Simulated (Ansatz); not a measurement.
Zinc-blende ZnTe, treated with LDA (Ansatz, an electronic-structure program, PAW).

Total energies, extrapolated to zero smearing (they compare only within this program, potentials and cutoff):

```tsv
system	energy (eV/atom)
zinc-blende ZnTe, relaxed	-5037.1242
hcp Zn	-3246.2583
trigonal Te	-6827.1995
```

Task: Work out the formation enthalpy per atom.

Result: ΔH_f ≈ ΔE = -5037.1242 − [1 × (-3246.2583) + 1 × (-6827.1995)]/2 = -0.395 eV/atom (0 K, no vibrations). The reference value is -0.61 eV/atom (measured, 298 K, no zero-point or thermal correction; as tabulated in Zhang et al. (2018), doi:10.1038/s41524-018-0065-z), a difference of +0.215 eV/atom.

Spin–orbit coupling, which matters for such heavy atoms, is left out.

The PAW data were made under PBE.
